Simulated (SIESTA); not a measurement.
Runs of SIESTA 5.4.2 on MoS2. The cell holds a slab with vacuum, 6 atoms: a = 3.185 Å, b = 3.185 Å, c = 21.671 Å, α = 90.00°, β = 90.00°, γ = 120.00°. 

```csv
task,level,potentials or basis,cell,gap on the mesh (eV),V0 of scaled cells (Å³/atom),B0 (GPa),largest force (eV/Å)
band structure,PBEsol,"PseudoDojo 0.4 standard (PBEsol files), DZP (energy shift 0.003 Ry; two zetas on semicore shells)",as given,1.37,-,-,0.30
equation of state,PBEsol,"PseudoDojo 0.4 standard (PBEsol files), DZP (energy shift 0.003 Ry; two zetas on semicore shells)",as given,-,(a),87,-
single point,PBEsol,"PseudoDojo 0.4 standard (PBEsol files), DZP (energy shift 0.003 Ry; two zetas on semicore shells)",as given,1.37,-,-,0.30
equation of state,LDA,"PseudoDojo 0.4 standard (LDA files), DZP (energy shift 0.003 Ry; two zetas on semicore shells)",as given,-,31.14,91,-
single point,PBEsol,"PseudoDojo 0.4 standard (PBEsol files), DZP (energy shift 0.003 Ry; two zetas on semicore shells)","atoms moved at random, drawn with an rms of 0.05 Å",1.29,-,-,1.31
```

Alike in all rows: no spin polarisation; k mesh 10 × 10 × 2; smearing fermi-dirac 0.05 eV; grid cutoff 800 Ry; energy shift 0.003 Ry.

Estimate the missing entries.

(a) 31.66.

Caveats: the basis of atomic orbitals isn't converged, which shifts pressures, moduli and gaps; the cell was scaled at fixed shape and fractional positions, which overstates the stiffness of a crystal with free parameters, most of all of layers and chains (some runs).

A k mesh can miss the band edges, and the runs leave out spin-orbit coupling on Mo.
